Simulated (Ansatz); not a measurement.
AgCl, DFT, LDA, all-electron PAW with datasets made for the crystal, scalar-relativistic (Ansatz 0.2.0), run on 1 thread of Arm Neoverse V1 on a shared host.

The cell comes from COD entry 9011666, which wasn't checked; take it as a given geometry. The listed cell was then made from it by scaling, straining or moving an atom.

Command: `ansatz run input.yaml --threads 1 --pin off --max-ram 3072MiB --backend cpu --events-out ev --progress --plain --runs-dir out`

```yaml
crystal:
  lattice:
    - [0.0, 2.7823631906, 2.7823631906]
    - [2.7823631906, 0.0, 2.7823631906]
    - [2.7823631906, 2.7823631906, 0.0]
  atoms:
    - { symbol: Ag, position: [0.5, 0.5, 0.5] }
    - { symbol: Cl, position: [0.0, 0.0, 0.0] }
kpoints:
  mp_grid: { grid: [8, 8, 8] }
scf:
  occupations: { method: fermi_dirac, width: 0.02 }
hamiltonian:
  xc: lda
  pseudopotentials: { kind: all_electron, datasets: crystal }
output:
  forces: true
  stress: true
  eigenvalues: true
  efg: { contact_densities: true }
```

Task: How large is the problem that the program sets up?

Result: 29 irreducible k-points, 411 plane waves at Γ, 13 bands.

Task: Estimate the wall time and the peak memory.

Result: 4 s of wall time for 8 SCF iterations, with a peak of 0.41 GiB. Times on shared machines scatter by tens of per cent.

Task: And the same cell and mesh by frozen-core PAW, asked for forces, stress, eigenvalues, efg, write_density, write_potential, elf, on the same hardware?

Result: 3.1 s, peak memory 0.32 GiB.
